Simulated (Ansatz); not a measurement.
**Hf on an O site in HfO₂**

Level of theory: DFT PBE, scalar-relativistic, plane waves, PAW (Ansatz). Settings: 420 eV cutoff, 2×2×2 k-mesh, shifted by half a step, Gaussian smearing of 0.01 eV, no spin polarisation.

Host crystal, relaxed:

```
Hf O
1.0
     5.16089    0.00000   -0.00537
     0.00000    5.21222    0.00000
    -0.89312    0.00000    5.27674
Hf O
4 8
Direct
  0.27573 0.45707 0.70837
  0.72427 0.95707 0.79163
  0.72427 0.54293 0.29163
  0.27573 0.04293 0.20837
  0.44918 0.74278 0.97666
  0.55082 0.24278 0.52334
  0.55082 0.25722 0.02334
  0.44918 0.75722 0.47666
  0.06713 0.32867 0.34840
  0.93287 0.82867 0.15160
  0.93287 0.67133 0.65160
  0.06713 0.17133 0.84840
```

Supercell of 24 atoms, rows in host cell vectors: -1 0 -1; 1 1 0; 1 -1 0. Atoms relax at the host's cell from a start displaced at random by 0.05 Å near the defect, so other minima may exist. The cell is small, so energies carry finite-size errors of tenths of an eV. The host's Kohn–Sham gap is 4.04 eV.

Spin-orbit coupling is left out, which matters for the bands and energies of heavy elements.

Defect: Hf on an O site, charge 0.

Command:

```bash
ansatz run input.yaml --threads 4 --pin off --max-ram 10240MiB --backend cpu --events-out ev --progress --plain --runs-dir out
```

The input:

```yaml
crystal:
  lattice:
    - [-4.2677684072, 0.0, -5.271376786]
    - [5.1608916415, 5.2122247812, -0.0053655936]
    - [5.1608916415, -5.2122247812, -0.0053655936]
  atoms:
    - { symbol: Hf, position: [0.2979028581, 0.0067243247, 0.5544023219] }
    - { symbol: Hf, position: [0.2916335366, 0.512216357, 0.0551502123] }
    - { symbol: Hf, position: [0.2017134705, 0.4360179316, 0.4826143274] }
    - { symbol: Hf, position: [0.2083664634, 0.9448497877, 0.987783643] }
    - { symbol: Hf, position: [0.7083664634, 0.487783643, 0.9448497877] }
    - { symbol: Hf, position: [0.7116396774, 0.9874656135, 0.4440936867] }
    - { symbol: Hf, position: [0.8005213847, 0.0612082626, 0.0271836178] }
    - { symbol: Hf, position: [0.7916335366, 0.5551502123, 0.512216357] }
    - { symbol: Hf, position: [0.016855134, 0.1118824726, 0.3578650435] }
    - { symbol: O, position: [0.0233414339, 0.6076528388, 0.8648682298] }
    - { symbol: O, position: [0.4766585661, 0.1351317702, 0.8923471612] }
    - { symbol: O, position: [0.4766585661, 0.6351317702, 0.3923471612] }
    - { symbol: O, position: [0.9766585661, 0.3923471612, 0.1351317702] }
    - { symbol: O, position: [0.9766585661, 0.8923471612, 0.6351317702] }
    - { symbol: O, position: [0.5233414339, 0.3648682298, 0.6076528388] }
    - { symbol: O, position: [0.5233414339, 0.8648682298, 0.1076528388] }
    - { symbol: O, position: [0.6515998182, 0.023698365, 0.6950314553] }
    - { symbol: O, position: [0.6515998182, 0.523698365, 0.1950314553] }
    - { symbol: O, position: [0.8484001818, 0.8049685447, 0.976301635] }
    - { symbol: O, position: [0.8564194699, 0.3023847457, 0.4824216989] }
    - { symbol: O, position: [0.3484001818, 0.476301635, 0.8049685447] }
    - { symbol: O, position: [0.3484001818, 0.976301635, 0.3049685447] }
    - { symbol: O, position: [0.1515998182, 0.6950314553, 0.523698365] }
    - { symbol: O, position: [0.1515998182, 0.1950314553, 0.023698365] }
  host:
    lattice:
      - [5.1608916415, 0.0, -0.0053655936]
      - [0.0, 5.2122247812, 0.0]
      - [-0.8931232343, 0.0, 5.2767423796]
    atoms:
      - { symbol: Hf, position: [0.2757330326, 0.4570661447, 0.7083664634] }
      - { symbol: Hf, position: [0.7242669674, 0.9570661447, 0.7916335366] }
      - { symbol: Hf, position: [0.7242669674, 0.5429338553, 0.2916335366] }
      - { symbol: Hf, position: [0.2757330326, 0.0429338553, 0.2083664634] }
      - { symbol: O, position: [0.4491796347, 0.7427846089, 0.9766585661] }
      - { symbol: O, position: [0.5508203653, 0.2427846089, 0.5233414339] }
      - { symbol: O, position: [0.5508203653, 0.2572153911, 0.0233414339] }
      - { symbol: O, position: [0.4491796347, 0.7572153911, 0.4766585661] }
      - { symbol: O, position: [0.0671300021, 0.3286669097, 0.3484001818] }
      - { symbol: O, position: [0.9328699979, 0.8286669097, 0.1515998182] }
      - { symbol: O, position: [0.9328699979, 0.6713330903, 0.6515998182] }
      - { symbol: O, position: [0.0671300021, 0.1713330903, 0.8484001818] }
basis:
  ecutwfc: 420
  xc_grid: 2
kpoints:
  mp_grid: { grid: [2, 2, 2], shift: [0.5, 0.5, 0.5] }
hamiltonian:
  xc: pbe
scf:
  occupations: { method: gaussian, width: 0.01 }
output:
  forces: true
  stress: false
  eigenvalues: true
  charged_corrections: { defect_position: [0.02334143, 0.10765284, 0.36486823] }
  write_density: true
  write_potential: true
  elf: true
  volumetric_format: npy
relax:
  adjacent_minimum: "off"
  f_tol: 0.025
  max_steps: 45
```

From the output:

```
Warning: RAYON_NUM_THREADS=4 ignored (pool sized by the plan → 4); use --threads N
Crystal: 24 atoms, lattice volume = 283.836 Å³
Basis set: ecut = 420 eV, 5549 PW (Γ), exchange–correlation on 96×100×100 points (8 copies of the dense FFT grid, shifted against one another)
Bands: 195, of which v1, the nominal top of the filled ones, is band 162 counted from 1 (161 counted from 0)
Symmetry: 1 space group operations
Space group: P1 (ITA 1), of the structure as read, at distance tolerance 6.6e-5 Å
k-points: 4 of 8 (time reversal used)
relax step   1: F+E_penalty+E_count = -150023.71266393 eV  Δ(F+E_penalty+E_count) = +0.000e0 eV  max|allowed force component| = 8.914e0 eV/Å  Δτ_max = 0.0000 Å
relax step   2: F+E_penalty+E_count = -150029.22183572 eV  Δ(F+E_penalty+E_count) = -5.509e0 eV  max|allowed force component| = 3.667e0 eV/Å  Δτ_max = 0.1949 Å
relax step   3: F+E_penalty+E_count = -150030.94179465 eV  Δ(F+E_penalty+E_count) = -1.720e0 eV  max|allowed force component| = 1.506e0 eV/Å  Δτ_max = 0.1989 Å
relax step   4: F+E_penalty+E_count = -150032.20880334 eV  Δ(F+E_penalty+E_count) = -1.267e0 eV  max|allowed force component| = 1.588e0 eV/Å  Δτ_max = 0.1961 Å
relax step   5: F+E_penalty+E_count = -150032.84405908 eV  Δ(F+E_penalty+E_count) = -6.353e-1 eV  max|allowed force component| = 1.164e0 eV/Å  Δτ_max = 0.1949 Å
relax step   6: F+E_penalty+E_count = -150033.40707720 eV  Δ(F+E_penalty+E_count) = -5.630e-1 eV  max|allowed force component| = 7.275e-1 eV/Å  Δτ_max = 0.1943 Å
relax step   7: F+E_penalty+E_count = -150034.01564142 eV  Δ(F+E_penalty+E_count) = -6.086e-1 eV  max|allowed force component| = 1.367e0 eV/Å  Δτ_max = 0.1988 Å
relax step   8: F+E_penalty+E_count = -150034.83132893 eV  Δ(F+E_penalty+E_count) = -8.157e-1 eV  max|allowed force component| = 1.327e0 eV/Å  Δτ_max = 0.1946 Å
relax step   9: F+E_penalty+E_count = -150035.82907889 eV  Δ(F+E_penalty+E_count) = -9.977e-1 eV  max|allowed force component| = 1.080e0 eV/Å  Δτ_max = 0.1953 Å
relax step  10: F+E_penalty+E_count = -150036.42091393 eV  Δ(F+E_penalty+E_count) = -5.918e-1 eV  max|allowed force component| = 9.256e-1 eV/Å  Δτ_max = 0.1949 Å
relax step  11: F+E_penalty+E_count = -150036.87323043 eV  Δ(F+E_penalty+E_count) = -4.523e-1 eV  max|allowed force component| = 4.908e-1 eV/Å  Δτ_max = 0.2000 Å
relax step  12: F+E_penalty+E_count = -150037.10910848 eV  Δ(F+E_penalty+E_count) = -2.359e-1 eV  max|allowed force component| = 4.621e-1 eV/Å  Δτ_max = 0.2000 Å
relax step  13: F+E_penalty+E_count = -150037.38519823 eV  Δ(F+E_penalty+E_count) = -2.761e-1 eV  max|allowed force component| = 7.694e-1 eV/Å  Δτ_max = 0.1958 Å
relax step  14: F+E_penalty+E_count = -150037.65229137 eV  Δ(F+E_penalty+E_count) = -2.671e-1 eV  max|allowed force component| = 5.560e-1 eV/Å  Δτ_max = 0.1933 Å
relax step  15: F+E_penalty+E_count = -150037.77525538 eV  Δ(F+E_penalty+E_count) = -1.230e-1 eV  max|allowed force component| = 8.593e-1 eV/Å  Δτ_max = 0.1567 Å
relax step  16: F+E_penalty+E_count = -150037.99768209 eV  Δ(F+E_penalty+E_count) = -2.224e-1 eV  max|allowed force component| = 7.509e-1 eV/Å  Δτ_max = 0.2000 Å
relax step  17: F+E_penalty+E_count = -150038.07115593 eV  Δ(F+E_penalty+E_count) = -7.347e-2 eV  max|allowed force component| = 5.983e-1 eV/Å  Δτ_max = 0.1262 Å
relax step  18: F+E_penalty+E_count = -150038.19396595 eV  Δ(F+E_penalty+E_count) = -1.228e-1 eV  max|allowed force component| = 2.736e-1 eV/Å  Δτ_max = 0.2000 Å
relax step  19: F+E_penalty+E_count = -150038.21425257 eV  Δ(F+E_penalty+E_count) = -2.029e-2 eV  max|allowed force component| = 5.079e-1 eV/Å  Δτ_max = 0.1495 Å
relax step  20: F+E_penalty+E_count = -150038.24825562 eV  Δ(F+E_penalty+E_count) = -3.400e-2 eV  max|allowed force component| = 1.618e-1 eV/Å  Δτ_max = 0.0396 Å
relax step  21: F+E_penalty+E_count = -150038.27330685 eV  Δ(F+E_penalty+E_count) = -2.505e-2 eV  max|allowed force component| = 2.347e-1 eV/Å  Δτ_max = 0.2000 Å
relax step  22: F+E_penalty+E_count = -150038.28855263 eV  Δ(F+E_penalty+E_count) = -1.525e-2 eV  max|allowed force component| = 1.553e-1 eV/Å  Δτ_max = 0.0294 Å
relax step  23: F+E_penalty+E_count = -150038.28846738 eV  Δ(F+E_penalty+E_count) = +8.524e-5 eV  max|allowed force component| = 1.317e-1 eV/Å  Δτ_max = 0.0878 Å
relax step  24: F+E_penalty+E_count = -150038.28855396 eV  Δ(F+E_penalty+E_count) = -1.335e-6 eV  max|allowed force component| = 1.548e-1 eV/Å  Δτ_max = 0.0000 Å
relax step  25: F+E_penalty+E_count = -150038.28841179 eV  Δ(F+E_penalty+E_count) = +1.422e-4 eV  max|allowed force component| = 1.331e-1 eV/Å  Δτ_max = 0.0879 Å
relax step  26: F+E_penalty+E_count = -150038.29546505 eV  Δ(F+E_penalty+E_count) = -6.911e-3 eV  max|allowed force component| = 6.889e-2 eV/Å  Δτ_max = 0.0427 Å
relax step  27: F+E_penalty+E_count = -150038.29600402 eV  Δ(F+E_penalty+E_count) = -5.390e-4 eV  max|allowed force component| = 2.907e-2 eV/Å  Δτ_max = 0.0093 Å
relax step  28: F+E_penalty+E_count = -150038.29624966 eV  Δ(F+E_penalty+E_count) = -2.456e-4 eV  max|allowed force component| = 1.407e-2 eV/Å  Δτ_max = 0.0026 Å
SCF converged after 6 iterations
Free energy (F): -150038.296250 eV
E sigma→0 (E₀):  -150038.296250 eV
Fermi energy:    18.570284 eV
```

The relaxation gained 14.58 eV in 28 steps. Time: 9.5 min on 4 threads of AMD EPYC 7R43 64-Core Processor (Zen 3) (shared host), peak memory 1.4 GiB.